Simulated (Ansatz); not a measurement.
# Relaxation path: FeGe (CsCl type)

DFT, r2SCAN, PAW with Ansatz's default frozen-core files, scalar-relativistic (Ansatz 0.2.0); a Γ-centred 14×14×14 k mesh, Fermi–Dirac smearing of 0.1 eV, spin-polarised from start moments Fe1 2.5 μB. The run relaxes cell and atoms at a target pressure of 0 GPa.

Command: `ansatz run input.yaml --threads 1 --pin off --max-ram 3072MiB --backend cpu --events-out ev --progress --plain --runs-dir out` It took 2.1 min on 1 thread of Arm Neoverse V1 (shared host), peak memory 0.48 GiB.

```yaml
crystal:
  lattice:
    - [2.770272145, 0.0, 0.0]
    - [0.0, 2.770272145, 0.0]
    - [0.0, 0.0, 2.770272145]
  atoms:
    - { symbol: Fe, position: [0.0, 0.0, 0.0], spin: 2.5 }
    - { symbol: Ge, position: [0.5, 0.5, 0.5] }
magnetization:
  spin_polarized: true
kpoints:
  mp_grid: { grid: [14, 14, 14] }
scf:
  occupations: { method: fermi_dirac, width: 0.1 }
hamiltonian:
  xc: r2scan
  pseudopotentials: { kind: paw }
output:
  forces: true
  stress: true
relax:
  f_tol: 0.005
  max_steps: 40
  cell: {}
```

Each step lists its free energy a cell above the last geometry, the pressure, the cell vectors (Å), and Cartesian positions (Å) with forces (eV/Å).

The first step:

```
step 1  dF = 141.89 meV  P = 24.1 GPa
  cell 2.7703 0.0000 0.0000  0.0000 2.7703 0.0000  0.0000 0.0000 2.7703
  Fe 0.0000 0.0000 0.0000   0.0000 0.0000 0.0000
  Ge 1.3851 1.3851 1.3851   0.0000 0.0000 0.0000
```

The start moments died away, and the runs ended non-magnetic. The PAW files were made under PBE.

Question: Where does the relaxation end, and by which steps?

Answer: After 4 geometries, with conventional a, b, c = 2.858, 2.858, 2.858 Å, at 11.671 Å³/atom (+9.79 % against the start) in space group Pm-3m, with a shortest distance of 2.475 Å and a cell moment of 0.00 μB. The further steps:
```
step 2  dF = 21.54 meV  P = 8.58 GPa
  cell 2.8222 0.0000 0.0000  0.0000 2.8222 0.0000  0.0000 0.0000 2.8222
  Fe 0.0000 0.0000 0.0000   0.0000 0.0000 0.0000
  Ge 1.4111 1.4111 1.4111   0.0000 0.0000 0.0000
step 3  dF = 0.35 meV  P = 1.17 GPa
  cell 2.8526 0.0000 0.0000  0.0000 2.8526 0.0000  0.0000 0.0000 2.8526
  Fe 0.0000 0.0000 0.0000   0.0000 0.0000 0.0000
  Ge 1.4263 1.4263 1.4263   0.0000 0.0000 0.0000
step 4  dF = 0.00 meV  P = -0.01 GPa
  cell 2.8579 0.0000 0.0000  0.0000 2.8579 0.0000  0.0000 0.0000 2.8579
  Fe 0.0000 0.0000 0.0000   0.0000 0.0000 0.0000
  Ge 1.4289 1.4289 1.4289   0.0000 0.0000 0.0000
step 5  dF = -2.11 meV  P = 0.02 GPa  (same geometry on a basis chosen anew; earlier energies don't compare to the last digit)
  cell 2.8579 0.0000 0.0000  0.0000 2.8579 0.0000  0.0000 0.0000 2.8579
  Fe 0.0000 0.0000 0.0000   0.0000 0.0000 0.0000
  Ge 1.4289 1.4289 1.4289   0.0000 0.0000 0.0000
```
